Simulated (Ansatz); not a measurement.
## A strain series on AlN (wurtzite): uniaxial along z, other directions held

Wurtzite AlN, relaxed with r2SCAN in the PAW code Ansatz, then strained (uniaxial along z, other directions held; changes of length per length, axes as in the cell below) with the atoms relaxed again within the symmetry that is left. Space group P6_3mc (No. 186), hexagonal; a = 3.107 Å, c = 4.979 Å in the conventional setting, 10.40 Å³ an atom. Around Al lie 4 N at 1.89–1.90 Å; around N lie 4 Al at 1.89–1.90 Å. The values are computed, spin-unpolarised, and not measurements.

```xyz
4
Lattice="3.1067 0.0000 0.0000 -1.5533 2.6905 0.0000 0.0000 0.0000 4.9786" Properties=species:S:1:pos:R:3 pbc="T T T"
Al    0.0000    1.7937   -0.0164
Al    1.5533    0.8968    2.4729
N     0.0000    1.7937    1.8834
N     1.5533    0.8968    4.3727
```

Gaps are the least over each mesh (PBE 12×12×6, r2SCAN 12×12×6, HSE06 6×6×4 when unstrained) and the special points, which keep their unstrained names; stress is the change from the unstrained cell, compression positive.

```tsv
strain (%)	gap, PBE (eV)	gap, r2SCAN (eV)	gap, HSE06 (eV)	edges, HSE06	stress along the strain, r2SCAN (GPa)	energy rise, r2SCAN (meV/atom)
-4.0	4.335	4.986	5.727	Γ	+14.94	19.7
-3.0	4.317	4.968	5.704	Γ	+11.35	11.1
-2.0	4.295	4.945	5.675	Γ	+7.64	5.0
-1.0	4.267	4.916	5.641	Γ	+3.85	1.2
0.0	4.232	4.880	5.599	Γ	0.00	0.0
+1.0	4.193	4.839	5.552	Γ	-3.85	1.3
+2.0	4.149	4.792	5.498	Γ	-7.64	5.0
+3.0	4.060	4.704	5.420	Γ	-11.44	11.2
+4.0	3.929	4.567	5.279	Γ	-15.11	19.8
```

Between zero and the nearest strains the slope of the HSE06 gap against strain is -0.042 eV per percent for negative and -0.048 for positive strain.

The meshes of the hybrids are coarse, so their gaps aren't converged to the digits shown.
